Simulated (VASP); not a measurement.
# In2O3 (R-3c) in VASP: further runs, part 2 of 2

VASP 6.6.1. The steps go on from the part before.

## Step 3: Dielectric tensor, LDA

File INCAR:

```
ALGO = Normal ; EDIFF = 1E-4
ENCUT = 400 ; GGA = CA
ISIF = 2 ; ISMEAR = 0
LASPH = T ; LCHARG = F
LEPSILON = T ; LREAL = F
LWAVE = F ; NELM = 100
PREC = Accurate ; SIGMA = 0.01
```

File KPOINTS:

```
k-points
0
Gamma
  5 5 5
```

File POSCAR:

```
In2O3
1.0
    2.7435000000      1.5839604635      4.8366666667
   -2.7435000000      1.5839604635      4.8366666667
    0.0000000000     -3.1679209270      4.8366666667
In O
4 6
Direct
    0.8573100000      0.8573100000      0.8573100000
    0.6426900000      0.6426900000      0.6426900000
    0.1426900000      0.1426900000      0.1426900000
    0.3573100000      0.3573100000      0.3573100000
    0.0480000000      0.7500000000      0.4520000000
    0.7500000000      0.4520000000      0.0480000000
    0.4520000000      0.0480000000      0.7500000000
    0.9520000000      0.2500000000      0.5480000000
    0.2500000000      0.5480000000      0.9520000000
    0.5480000000      0.9520000000      0.2500000000
```

Potentials or basis: VASP PAW LDA potentials, release 64 (In_d, O).

Run with:

```console
> cat potpaw_LDA.64/In_d/POTCAR potpaw_LDA.64/O/POTCAR > POTCAR
> mpirun -np 1 vasp_std > vasp.out
```

OUTCAR:

```text
EDIFF = 1E-4
   ENCUT = 400
   GGA = CA
   ISIF = 2
   ISMEAR = 0
   LASPH = T
   LEPSILON = T
   LREAL = F
   NELM = 100
   PREC = Accurate

 Found     19 irreducible k-points:

 Following reciprocal coordinates:
            Coordinates               Weight
  0.000000  0.000000  0.000000      1.000000
  0.200000 -0.000000 -0.000000      6.000000
  0.400000  0.000000 -0.000000      6.000000
  0.200000  0.200000 -0.000000      6.000000
  0.400000  0.200000 -0.000000     12.000000
 -0.400000  0.200000  0.000000     12.000000
   k-points           NKPTS =     19   k-points in BZ     NKDIM =     19   number of bands    NBANDS=     52
   number of dos      NEDOS =    301   number of ions     NIONS =     10
   total plane-waves  NPLWV =  64000
   dimension x,y,z NGX =    40 NGY =   40 NGZ =   40
   dimension x,y,z NGXF=    80 NGYF=   80 NGZF=   80
   ions per type =               4   6
   NGX,Y,Z   is equivalent  to a cutoff of  11.50, 11.50, 11.50 a.u.
   NGXF,Y,Z  is equivalent  to a cutoff of  23.00, 23.00, 23.00 a.u.
 SYSTEM =  unknown system
   PREC   = accura    normal or accurate (medium, high low for compatibility)
   ISTART =      0    job   : 0-new  1-cont  2-samecut
   ICHARG =      2    charge: 1-file 2-atom 10-const
   ISPIN  =      1    spin polarized calculation?
   LNONCOLLINEAR =      F non collinear calculations
   LSORBIT =      F    spin-orbit coupling
   LASPH  =      T    aspherical Exc in radial PAW
   ENCUT  =  400.0 eV  29.40 Ry    5.42 a.u.   9.43  9.43  9.43*2*pi/ulx,y,z
   NELM   =    100;   NELMIN=  2; NELMDL= -5     # of ELM steps
   EDIFF  = 0.1E-03   stopping-criterion for ELM
   LREAL  =      F    real-space projection
   EDIFFG = 0.1E-02   stopping-criterion for IOM
   NSW    =      0    number of steps for IOM
   IBRION =     -1    ionic relax: 0-MD 1-quasi-New 2-CG
   NFREE  =      0    steps in history (QN), initial steepest desc. (CG)
   ISIF   =      2    stress and relaxation
   ISYM   =      2    0-nonsym 1-usesym 2-fastsym
   POTIM  = 0.5000    time-step for ionic-motion
   TEBEG  =    0.0;   TEEND  =   0.0 temperature during run
   PSTRESS=    0.0 pullay stress
   NELECT =      88.0000    total number of electrons
   NUPDOWN=      -1.0000    fix difference up-down
[... 425 lines left out ...]

------------------------ aborting loop because EDIFF is reached ----------------------------------------

--------------------------------------- Ionic step        3  -------------------------------------------

 Free energy of the ion-electron system (eV)
  ---------------------------------------------------
  ---------------------------------------------------
  free energy    TOTEN  =        -1.42619161 eV

  energy without entropy =       -1.42619161

------------------------ aborting loop because EDIFF is reached ----------------------------------------

 PIEZOELECTRIC TENSOR FIELD DIRECTION 3  (e Angst)
 -----------------------------------------------------------------------------
     0.00675  0.00000  0.00000           ( -0.00002  0.00000  0.00000)
     0.00000  0.00675  0.00000           (  0.00000 -0.00002  0.00000)
     0.00000  0.00000 -0.01561           (  0.00000  0.00000 -0.00011)

 PIEZOELECTRIC TENSOR FIELD DIRECTION 3  (C/m^2)
 -----------------------------------------------------------------------------
     0.00086  0.00000  0.00000
     0.00000  0.00086  0.00000
     0.00000  0.00000 -0.00198

 MACROSCOPIC STATIC DIELECTRIC TENSOR (including local field effects in DFT)
 ------------------------------------------------------
           5.115668    -0.000000    -0.000000
          -0.000000     5.115668     0.000000
          -0.000000    -0.000000     4.936271
 ------------------------------------------------------

 PIEZOELECTRIC TENSOR (including local field effects)  for field in x, y, z        (e  Angst)
          XX          YY          ZZ          XY          YZ          ZX
  --------------------------------------------------------------------------------
  x     0.00000     0.00000     0.00000     0.00000     0.00000     0.00000
  y     0.00000     0.00000     0.00000     0.00000     0.00000     0.00000
  z     0.00000     0.00000     0.00000     0.00000     0.00000     0.00000

 PIEZOELECTRIC TENSOR (including local field effects)  for field in x, y, z        (C/m^2)
          XX          YY          ZZ          XY          YZ          ZX
  --------------------------------------------------------------------------------
  x     0.00000     0.00000     0.00000     0.00000     0.00000     0.00000
  y     0.00000     0.00000     0.00000     0.00000     0.00000     0.00000
  z     0.00000     0.00000     0.00000     0.00000     0.00000     0.00000

 BORN EFFECTIVE CHARGES (including local field effects) (in |e|, cummulative output)
 ---------------------------------------------------------------------------------
 ion    1
    1     3.33463     0.02727    -0.00000
    2    -0.02727     3.33463    -0.00000
    3     0.00000     0.00000     3.22734
 ion    2
    1     3.33463    -0.02727    -0.00000
    2     0.02727     3.33463     0.00000
    3     0.00000    -0.00000     3.22734
 ion    3
    1     3.33463     0.02727    -0.00000
    2    -0.02727     3.33463    -0.00000
    3     0.00000     0.00000     3.22734
 ion    4
    1     3.33463    -0.02727     0.00000
    2     0.02727     3.33463     0.00000
    3    -0.00000    -0.00000     3.22734
 ion    5
[... 8 lines left out ...]
    1    -2.33907     0.00000     0.00000
    2     0.00000    -2.10710     0.38933
    3     0.00000     0.53483    -2.15156
 ion    8
    1    -2.16509    -0.10044     0.33717
    2    -0.10044    -2.28108    -0.19467
    3     0.46318    -0.26742    -2.15156
 ion    9
    1    -2.16509     0.10044    -0.33717
    2     0.10044    -2.28108    -0.19467
    3    -0.46318    -0.26742    -2.15156
 ion   10
    1    -2.33907    -0.00000     0.00000
    2     0.00000    -2.10710     0.38933
    3     0.00000     0.53483    -2.15156
```

OSZICAR:

```text
N       E                     dE             d eps       ncg     rms          rms(c)
DAV:   1     0.114094986085E+04    0.11409E+04   -0.35867E+04  2008   0.208E+03
DAV:   2     0.149026174548E+03   -0.99192E+03   -0.95985E+03  2088   0.576E+02
DAV:   3    -0.571640707431E+02   -0.20619E+03   -0.20085E+03  2200   0.261E+02
[... 15 lines left out ...]
RMM:   3    -0.139566276357E+01    0.16475E-01   -0.30515E-02  3468   0.841E-01    0.116E+00
RMM:   4    -0.142258956327E+01   -0.26927E-01   -0.23563E-02  3393   0.742E-01    0.115E-01
RMM:   5    -0.142520216951E+01   -0.26126E-02   -0.26703E-03  3124   0.323E-01    0.949E-02
RMM:   6    -0.142599958572E+01   -0.79742E-03   -0.85040E-04  3277   0.147E-01    0.817E-02
RMM:   7    -0.142612816573E+01   -0.12858E-03   -0.22079E-04  3648   0.571E-02    0.590E-02
RMM:   8    -0.142619161265E+01   -0.63447E-04   -0.60274E-05  3313   0.222E-02    0.957E-03
```

Wall time 10 min (1 thread of Intel Xeon 6975P-C (Granite Rapids), shared host); peak memory 0.49 GiB.

The run converged, but some of its settings lie outside the range that counts as converged, so its numbers aren't taken as properties of the crystal.

Results:

| Property | Result |
| --- | --- |
| Band gap on the k mesh | 1.20 eV, indirect (least direct gap 1.25 eV) |
| Electronic dielectric tensor (diagonal) | 5.12, 5.12, 4.94 |
| Born charges (mean of the diagonal) | In +3.30; O -2.20 e |

Caveat: spin-orbit coupling is left out, which moves the levels of the heavy elements; an odd mesh through Γ misses points on the zone boundary, where band edges often lie.
